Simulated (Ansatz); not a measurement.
## A sublattice moved along a line in SrCl2

These are results of DFT PBE, scalar-relativistic, plane waves, PAW (Ansatz 0.2.0), not measurements. Settings: plane waves to 420 eV, k-mesh 6×6×6 (Γ-centred), Gaussian smearing 0.05 eV. No spin polarisation. Energies are free energies at this smearing, counted from the undisturbed cell; pressure is positive in compression.

The undisturbed cell (as given, not relaxed at this level; it stands at 1.1 GPa, and it needn't be the usual structure):

```
CELL_PARAMETERS angstrom
0.00000 3.48550 3.48550
3.48550 0.00000 3.48550
3.48550 3.48550 0.00000
ATOMIC_POSITIONS crystal
Sr 0.00000 0.00000 0.00000
Cl 0.25000 0.25000 0.25000
Cl 0.75000 0.75000 0.75000
```

Every Cl atom is moved by x along the Cartesian unit vector (0.707, -0.707, 0.000); the cell and all other atoms stay fixed.

| x (Å) | ΔE (meV/cell) | force along x on the moved atoms (eV/Å) | gap on the mesh (eV) |
| --- | --- | --- | --- |
| -0.1000 | 13.6 | 0.27 | 5.34 |
| -0.0500 | 3.4 | 0.14 | 5.35 |
| 0.0000 | 0.0 | 0.00 | 5.35 |
| 0.0125 | 0.2 | -0.03 | 5.35 |
| 0.0250 | 0.8 | -0.07 | 5.35 |
| 0.0375 | 1.9 | -0.10 | 5.35 |
| 0.0625 | 5.3 | -0.17 | 5.35 |
| 0.0750 | 7.6 | -0.20 | 5.35 |
| 0.0875 | 10.4 | -0.24 | 5.34 |

By symmetry 0.1000 repeats -0.1000, -0.0750 repeats 0.0750, 0.0500 repeats -0.0500, -0.0250 repeats 0.0250 in energy, with the opposite slope along the path.